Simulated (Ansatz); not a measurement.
Crystal: CdTe.

```
Te Cd
1.0
     0.00000    2.97526    2.97526
     2.97526    0.00000    2.97526
     2.97526    2.97526    0.00000
Te Cd
1 1
Direct
  0.75000 0.75000 0.75000
  0.00000 0.00000 0.00000
```

The cell isn't the ideal one: volume scaled by 0.8.

- Program: Ansatz 0.2.0
- Task: relaxation of cell and atoms
- Functional: RPBE
- Dispersion: D4
- Potentials or basis: all-electron LAPW, relativistic spinors
- Basis error allowed: 0.0005 eV/atom
- k mesh: 5 × 5 × 5
- Occupations: gaussian, width 0.025 eV
- Spin: spin-orbit coupling, no magnetisation

At the start: volume 26.34 Å³/atom.

Where does the relaxation end?

Over 6 steps the energy falls by 403.7 meV/atom and the volume is 34.66 Å³/atom (+31.6 %); space group F-43m (No. 216, to 0.05 Å).

Step by step:
```tsv
step	energy change (eV)	largest force (eV/Å)	volume (Å³)
1	0.0000	0.0000	52.67
2	-0.6455	0.0000	60.76
3	-0.7858	0.0000	65.94
4	-0.8065	0.0000	68.58
5	-0.8074	0.0000	69.33
6	-0.8074	0.0000	69.33
```

Final structure:
```
Te Cd
1.0
     0.00000    3.26054    3.26054
     3.26054    0.00000    3.26054
     3.26054    3.26054    0.00000
Te Cd
1 1
Cartesian
  4.8908 4.8908 4.8908
  0.0000 0.0000 0.0000
```
